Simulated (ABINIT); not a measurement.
# A GW chain in ABINIT: BaS (Fm-3m), part 3 of 3

How does a plane-wave GW calculation on BaS (Fm-3m) run from the first input to the gap?

ABINIT 10.8.3; PBE and many-body steps on it, plane waves. Known limits of the many-body steps: not at the basis limit; no spin-orbit coupling.

So far. Step 4 (Empty states on the mesh, 4×4×4 mesh, 498 bands): On this mesh the gap is 2.146 eV. Step 5 (Screening, 4×4×4 mesh, 490 bands, screening to 261.2 eV): Local fields lower ε∞ by 15 %.

## Step 6: Self-energy, 4×4×4 mesh, 490 bands, screening to 261.2 eV

The self-energy is evaluated for the states that the input lists, and the levels follow from it, in one-shot runs by the linearised quasiparticle equation.

This step: G0W0 on PBE, plane waves, norm-conserving pseudopotentials.

Contents of run.abi:

```
acell 3*1.0 Angstrom
rprim 
  0.000000000000 3.193750000000 3.193750000000
  3.193750000000 0.000000000000 3.193750000000
  3.193750000000 3.193750000000 0.000000000000
ntypat 2
znucl 56 16
natom 2
typat 1 2
xred 
  0.000000000000 0.000000000000 0.000000000000
  0.500000000000 0.500000000000 0.500000000000
pp_dirpath "pseudos"
pseudos "Ba.upf, S.upf"
ecut 20
ngkpt 4 4 4
nshiftk 1
shiftk 0 0 0
kptopt 1
chksymbreak 0
istwfk *1
occopt 1
irdwfk 1
optdriver 4
nband 490
gwcalctyp 0
ecutsigx 20
symsigma 1
nkptgw 2
kptgw 
  0.0000000000 0.0000000000 0.0000000000
  0.5000000000 0.5000000000 0.0000000000
bdgw 
  6 12
  7 10
ecuteps 9.6
irdscr 1
ppmodel 1
indata_prefix "in"
outdata_prefix "out"
tmpdata_prefix "tmp"
```

Run with:

```
OMP_NUM_THREADS=1 mpirun -n 4 abinit run.abi > log
```

Numbers of over 12 decimals in the logs are rounded to 6 here.

Output:

```text
.Version 10.8.3 of ABINIT. v10.8.2 released Aug 2026.

 Symmetries : space group Fm -3 m (#225); Bravais cF (face-center cubic)
[... echo of the input left out ...]
== DATASET  1 ==================================================================
-   mpi_nproc: 4, omp_nthreads: 1 (-1 if OMP is not activated)

--- !DatasetInfo
iteration_state: {dtset: 1, }
dimensions: {natom: 2, nkpt: 8, mband: 490, nsppol: 1, nspinor: 1, nspden: 1, mpw: 1893, }
cutoff_energies: {ecut:  20.0, pawecutdg:  -1.0, }
electrons: {nelect:   1.60000000E+01, charge:   0.00000000E+00, occopt:   1.00000000E+00, tsmear:   1.00000000E-02, }

 SIGMA: Calculation of the GW corrections

 Based on a program developped by R.W. Godby, V. Olevano, G. Onida, and L. Reining.
 Incorporated in ABINIT by V. Olevano, G.-M. Rignanese, and M. Torrent.
.Using double precision arithmetic ; gwpc =  8

[... cell and pseudopotentials left out ...]
--------------------------------------------------------------------------------

 ==== K-mesh for the wavefunctions ====
 Number of points in the irreducible wedge :     8
[... list of points left out ...]
 Together with 48 symmetry operations and time-reversal symmetry
 yields    64 points in the full Brillouin Zone.

 ==== Q-mesh for screening function ====
 Number of points in the irreducible wedge :     8
[... list of points left out ...]
 Together with 48 symmetry operations and time-reversal symmetry
 yields    64 points in the full Brillouin Zone.

 vcoul_init : cutoff-mode = AUXILIARY_FUNCTION
 q-points for optical limit:   1
     1)      0.000010    0.000020    0.000030
 setmesh: FFT mesh size selected  =    36x   36x   36
          total number of points  =        46656

 Number of electrons calculated from density =   16.0000; Expected =   16.0000
 average of density, n =  0.036391
 r_s =    1.8720
 omega_plasma =   18.4014 [eV]

 === KS Band Gaps ===
  >>>> For spin  1
   Minimum direct gap =   2.2723 [eV], located at k-point      :   0.5000  0.5000  0.0000
   Fundamental gap    =   2.1462 [eV], Top of valence bands at :   0.0000  0.0000  0.0000
                                       Bottom of conduction at :   0.5000  0.5000  0.0000
 SIGMA fundamental parameters:
 PLASMON POLE MODEL  1
 number of plane-waves for SigmaX                 1893
 number of plane-waves for SigmaC and W            609
 number of plane-waves for wavefunctions          1893
 number of bands                                   490
 number of independent spin polarizations            1
 number of spinorial components                      1
 number of k-points in IBZ                           8
 number of q-points in IBZ                           8
 number of symmetry operations                      48
 number of k-points in BZ                           64
 number of q-points in BZ                           64
 number of frequencies for dSigma/dE                 9
 frequency step for dSigma/dE [eV]                0.25
 number of omega for Sigma on real axis              0
 max omega for Sigma on real axis  [eV]           0.00
 zcut for avoiding poles [eV]                     0.10

 EPSILON^-1 parameters (SCR file):
 dimension of the eps^-1 matrix on file            609
 dimension of the eps^-1 matrix used               609
 number of plane-waves for wavefunctions          1893
 number of bands                                   490
 number of q-points in IBZ                           8
 number of frequencies                               2
 number of real frequencies                          1
 number of imag frequencies                          1

 matrix elements of self-energy operator (all in [eV])

 Perturbative Calculation

--- !SelfEnergy_ee
iteration_state: {dtset: 1, }
kpoint     : [   0.000,    0.000,    0.000, ]
spin       : 1
KS_gap     :    3.626
QP_gap     :    4.980
Delta_QP_KS:    1.354
data: !SigmaeeData |
     Band     E0 <VxcDFT>   SigX SigC(E0)      Z dSigC/dE  Sig(E)    E-E0       E
        6   3.680 -12.602 -15.738   1.536   0.767  -0.304 -13.829  -1.227   2.453
        7   3.680 -12.602 -15.738   1.536   0.767  -0.304 -13.829  -1.227   2.453
        8   3.680 -12.602 -15.738   1.536   0.767  -0.304 -13.829  -1.227   2.453
        9   7.306  -7.958  -3.979  -3.825   0.820  -0.219  -7.832   0.127   7.433
       10   7.586  -8.923  -4.509  -3.896   0.819  -0.220  -8.499   0.424   8.010
       11   7.586  -8.923  -4.509  -3.896   0.819  -0.220  -8.499   0.424   8.010
       12   7.586  -8.923  -4.509  -3.896   0.819  -0.220  -8.499   0.424   8.010

--- !SelfEnergy_ee
iteration_state: {dtset: 1, }
kpoint     : [   0.500,    0.500,    0.000, ]
spin       : 1
KS_gap     :    2.272
QP_gap     :    3.741
Delta_QP_KS:    1.469
data: !SigmaeeData |
     Band     E0 <VxcDFT>   SigX SigC(E0)      Z dSigC/dE  Sig(E)    E-E0       E
        7   3.554 -12.533 -15.726   1.579   0.767  -0.305 -13.770  -1.237   2.317
        8   3.554 -12.533 -15.726   1.579   0.767  -0.305 -13.770  -1.237   2.317
        9   5.827  -7.957  -4.168  -3.508   0.824  -0.214  -7.726   0.232   6.058
       10   9.648 -10.954  -6.025  -4.124   0.816  -0.225 -10.297   0.657  10.305

== END DATASET(S) ==============================================================
================================================================================

 -outvars: echo values of variables after computation  --------
           etotal      0.0000000000E+00
            nband         490
             nkpt           8
          spgroup         225
 [... the other variables as echoed above ...]

 Calculation completed.
```

The job ended after 3.8 min (4 MPI ranks of Arm Neoverse V1, shared host; peak memory 2.8 GiB; 15 min of CPU time).

Numbers from this step:

- G0W0 gap on the points computed: 3.605 eV
- starting gap on the mesh: 2.146 eV
- k of the valence top: 0, 0, 0
- k of the conduction bottom: 0.5, 0.5, 0
- Z at the valence top: 0.767
- Z at the conduction bottom: 0.824
- least direct G0W0 gap on the computed points: 3.741 eV

The gap on the mesh goes from 2.15 eV to 3.60 eV, a correction of +1.46 eV.

Limits: finite bands, cutoff and mesh; no spin-orbit coupling. v1 is the top filled band, c1 the lowest empty one. The levels before and after the correction (eV, zero at the valence-band top of each column):

```csv
,conduction bottom,valence top
Kohn-Sham,2.15,0.00
G0W0,3.60,0.00
```

```csv
,level,energy (eV)
Kohn-Sham,Γ v3-v1,0.000
Kohn-Sham,Γ c1,3.626
Kohn-Sham,Γ c2-c4,3.906
Kohn-Sham,(0.5 0.5 0) v2-v1,-0.126
Kohn-Sham,(0.5 0.5 0) c1,2.146
Kohn-Sham,(0.5 0.5 0) c2,5.967
G0W0,Γ v3-v1,0.000
G0W0,Γ c1,4.980
G0W0,Γ c2-c4,5.557
G0W0,(0.5 0.5 0) v2-v1,-0.136
G0W0,(0.5 0.5 0) c1,3.605
G0W0,(0.5 0.5 0) c2,7.852
```

## Step 7: Where the time went

Times are wall times on 4 MPI ranks of Arm Neoverse V1, shared host, good to a factor of about two.

```csv
step,time,share,memory (GiB)
ground state,5.5 s,1 %,0.27
bands along the symmetry lines,8 s,1 %,0.26
empty states on the mesh,17 s,3 %,1.1
screening,4.6 min,51 %,2.3
self-energy,3.8 min,43 %,2.8
```

## Step 8: Summary of results

| Item | Value |
| --- | --- |
| PBE gap | 2.15 eV, indirect |
| G0W0 gap on the mesh | 3.60 eV |
| GW settings | 4×4×4 mesh, 490 bands, screening to 261.2 eV, Godby-Needs plasmon pole |
| known limits | not at the basis limit; no spin-orbit coupling |

G0W0 moves the gap on the mesh from 2.15 eV to 3.60 eV (+1.46 eV), with Z of 0.77 and 0.82 at the edges. Local fields lower the RPA ε∞ on this mesh from 5.59 to 4.74. Only 2 of the mesh's irreducible points were corrected, so a valley elsewhere could overtake. Bands and cutoff are finite, so the gap is not at the basis limit. The miss can reach some tenths of an eV and take either sign; the mesh is an error of its own. In the G0W0 run levels were corrected at 2 k points alone, so a gap called «on the mesh» is the least over those, and an edge elsewhere would be missed. The many-body steps are scalar-relativistic: spin-orbit coupling is not in them.

[Paths, hosts, dates, memory and timing lines, banners, echoed tables and standing remarks are left out of the program output.]

[Logs are printed without paths, hosts, clocks, repeated set-up lines and the standing remarks that a program may print on its own settings, such as how far it seeks lower states.]

[Runs of the session that timed out or met a known fault of the program may be left out.]

[Hosts, paths, dates, database ids (printed as entryN), source tags and the programs' standing remarks are cut or masked in the printed files.]

[G0W0 gaps are taken among the corrected bands and points alone; a level outside them can change the order at an edge.]

[Where Ansatz stands beside ABINIT at settings called matched, ABINIT's density can come from a denser mesh and the files from another edition; pairs whose starting gaps differed by over 0.03 eV were left out, so agreement reads better than it is.]
